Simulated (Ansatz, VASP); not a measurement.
Given: the input of a run of VASP 6.6.1 on InP.

INCAR

```
ALGO = Normal
EDIFF = 1E-7
ENCUT = 520
GGA = PS
ISIF = 2
ISMEAR = -1
LASPH = True
LCHARG = False
LREAL = False
LWAVE = False
NBANDS = 16
NELM = 60
PREC = Accurate
SIGMA = 0.05
```

The input KPOINTS:

```
k-points
0
Gamma
  8 8 8
```

The input POSCAR:

```
InP
1.0
    0.0000000000      2.9690636329      2.9690636329
    2.9690636329      0.0000000000      2.9690636329
    2.9690636329      2.9690636329      0.0000000000
In P
1 1
Direct
    0.0000000000      0.0000000000      0.0000000000
    0.7500000000      0.7500000000      0.7500000000
```

Potentials or basis: VASP PAW PBE potentials, release 64 (In_d, P).

The run is started by

```console
$ cat potpaw_PBE.64/In_d/POTCAR potpaw_PBE.64/P/POTCAR > POTCAR
$ mpirun -np 1 vasp_std > vasp.out
```

Question: Translate it to Ansatz 0.2.0. Potentials there: all-electron LAPW, scalar-relativistic.

Answer: As run (the cutoff follows the program's own potentials):

The input input.yaml:

```yaml
crystal:
  lattice:
    - [0.0, 2.9690636329, 2.9690636329]
    - [2.9690636329, 0.0, 2.9690636329]
    - [2.9690636329, 2.9690636329, 0.0]
  atoms:
    - { symbol: In, position: [0.0, 0.0, 0.0] }
    - { symbol: P, position: [0.75, 0.75, 0.75] }
kpoints:
  mp_grid: { grid: [8, 8, 8] }
scf:
  occupations: { method: fermi_dirac, width: 0.05 }
hamiltonian:
  xc: pbesol
  pseudopotentials: { kind: all_electron, lapw: { basis_error: 0.0005 } }
output:
  forces: true
  stress: true
  eigenvalues: true
```

Potentials or basis: all-electron LAPW, scalar-relativistic.

Launch:

```sh
$ ansatz run input.yaml --threads 1 --pin off --max-ram 3072MiB --backend cpu --events-out ev --progress --plain --runs-dir out
```

Both were run:

|  | VASP | Ansatz | Ansatz less VASP |
| --- | --- | --- | --- |
| gap on the k mesh at the Fermi level (eV) | 0.40 | 0.40 | +0.001 |
| least direct gap on the mesh (eV) | 0.40 | 0.40 | +0.001 |
| pressure (GPa) | -1.9 | -1.9 | +0.02 |

Ansatz ran all-electron here, so the differences hold the error of VASP's frozen core and of both bases.

Caveats: spin-orbit coupling is left out, which moves the levels of the heavy elements; the PAW data sets were made with another functional, which shifts forces and pressure a little (VASP).
